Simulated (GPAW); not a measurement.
MgS (Niningerite): single point with r2SCAN

MgS (Niningerite):

```
S Mg
1.0
     0.00000    2.60165    2.60165
     2.60165    0.00000    2.60165
     2.60165    2.60165    0.00000
S Mg
1 1
Direct
  0.50000 0.50000 0.50000
  0.00000 0.00000 0.00000
```

```yaml
Program: GPAW 26.7.0
Task: single point
Functional: r2SCAN
Potentials_or_basis: GPAW PAW data sets (gpaw-data 1.2.1), newer versions
Cutoff: 650 eV
Basis: pw
k_mesh: 7 × 7 × 7
Occupations: fermi-dirac, width 0.05 eV
Spin: no spin polarisation
Maxiter: 120
Convergence: default
Data_set: S v3
```

| Quantity | Value |
| --- | --- |
| Pressure | 0.1 GPa |
| Band gap on the k mesh | 3.70 eV, indirect (least direct gap 4.65 eV) |

Levels at points of the mesh, in eV from the valence-band top:
```csv
k point,band 5,band 6,band 7,band 8,band 9,band 10,band 11,band 12
"(0.00, 0.00, 0.00)",-13.17,0.00,0.00,0.00,4.65,8.49,8.49,8.49
```

It took 56 s on 1 thread of Arm Neoverse V1 (shared host), peak memory 0.29 GiB.

Caveat: the cutoff is short for stress and forces, so pressures can be off by a GPa or more; the PAW data sets were made with another functional, which shifts forces and pressure a little; an odd mesh through Γ misses points on the zone boundary, where band edges often lie.
